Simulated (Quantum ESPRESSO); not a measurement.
Runs of Quantum ESPRESSO 7.5 on HfO2. It takes space group Fm-3m (No. 225, cubic). Conventional cell: a = 5.115 Å, b = 5.115 Å, c = 5.115 Å, α = 90.00°, β = 90.00°, γ = 90.00°. Hf (site symmetry m-3m) is surrounded by 8 O at 2.21 Å. Around O (site symmetry -43m) lie 4 Hf at 2.21 Å. Measurements of this composition are mostly on another form, of space group No. 14.

```tsv
U	gap on the mesh (eV)	pressure (GPa)
Hf d U = 6.0 eV	5.09	8.5
Hf d U = 4.0 eV	4.55	3.8
Hf d U = 0.0001 eV	3.77	-4.5
Hf d U = 2.0 eV	(a)	-0.5
Hf d U = 8.0 eV	5.41	(b)
```

Alike in all rows: task Hubbard U by linear response; level PBE+U; potentials or basis GBRV 1.5 PBE; no spin polarisation; cell as given; k mesh 6 × 6 × 6; cutoff (eV) 612; smearing fermi-dirac 0.05 eV.

Task: Estimate the missing entries.

Result: (a) 4.12; (b) 13.5.

Caveats: spin-orbit coupling is left out, which moves the levels of the heavy elements.

A k mesh can miss the band edges, and the runs leave out spin-orbit coupling on Hf.
